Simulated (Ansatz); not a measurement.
## TiO2: how the free axis answers a strain

TiO2, P4_2/mnm, a = 4.597 Å, c = 2.993 Å. The compound has several low-lying forms, and this is one of them. Ansatz: r2SCAN+U, PAW, 500 eV, Γ-centred 6×6×8 mesh on 6 atoms, Gaussian smearing 0.02 eV; U_eff Ti 4.00 eV; no spin polarisation. Series: uniaxial strain along c, with a, b and atoms relaxed; x is the strain in per cent. y is the change of a in per cent of 4.597 Å.

| x (%) | y (%) |
| --- | --- |
| -4.5 | ? |
| -3.0 | 0.98 |
| -1.5 | 0.49 |
| 0.0 | 0.00 |
| 1.5 | -0.49 |
| 3.0 | -0.97 |
| 4.5 | -1.45 |

Q: Fit y = c1 x + c2 x² to the other rows, say what c1 measures, and predict the missing y.

A: Least squares on the rows shown. y = −0.3252 x + 0.0006166 x². So −c1 = 0.325 is Poisson's ratio for this pair of axes. At x = -4.5 the fit asked for gives 1.48 %. The run gave 1.47 %, so the fit is 0.01 % too high, a small miss on the scale of the series.